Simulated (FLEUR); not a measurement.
Crystal: SnSe2.

```
Sn Se
1.0
     3.81100    0.00000    0.00000
    -1.90550    3.30042    0.00000
     0.00000    0.00000    6.13600
Sn Se
1 2
Direct
  0.00000 0.00000 0.00000
  0.66667 0.33333 0.75100
  0.33333 0.66667 0.24900
```

Base run:

* Program: FLEUR MaX-R8.1 (patched build s14)
* Functional: Xalpha
* Potentials or basis: all-electron
* Basis: FLAPW
* Kmax: 3.8 1/bohr
* k mesh: 8 × 8 × 5
* Occupations: fermi-dirac, width 0.05 eV
* Spin: no spin polarisation

Its results: band gap on the k mesh 0.63 eV, indirect (least direct gap 0.83 eV).

**Question.** The run is repeated on the same cell with these changes: functional from Xalpha to RPBE. What comes out?

**Answer.** Band gap on the k mesh 1.01 eV, indirect (least direct gap 1.40 eV).

Caveats: spin-orbit coupling is left out, which moves the levels of the heavy elements.

A k mesh can miss the band edges.

Not every run made on this cell is shown here.
